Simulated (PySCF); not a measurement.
Isomers of [C6H5O]- (charge -1). Method: PBE0-D3(BJ)/def2-SVP geometry optimisation, gas phase (PySCF). Energies are electronic, without zero-point or thermal terms, for one conformer each. No frequencies were run at this level. Point groups hold within 0.08 Å.

Question: Rank from lowest to highest electronic energy at this level (kcal/mol).
A. `[O:1]=[CH:2][c-:3]1[cH:4][cH:5][cH:6][cH:7]1` (charge -1) with O1–C2–C3–C4 0°
B. phenolate, `[O-]c1ccccc1`

Answer: B (0.0), A (8.9).

```tsv
SMILES	E (Eh)	E rel (kcal/mol)	dipole about centre of mass (D)	point group	A, B, C (MHz)
[O-]c1ccccc1	-306.32644	0.0	3.55	C2v	5721, 2685, 1827
O=C[c-]1cccc1	-306.31223	8.9	1.61	Cs	7900, 1978, 1582
```

Q: As an exercise, what shares would exp(−E/RT) give at 1000 K from these electronic energies alone (no entropy, no degeneracies)?

A: RT = 1.987 kcal/mol: [O-]c1ccccc1 98.9 %, O=C[c-]1cccc1 1.1 %.
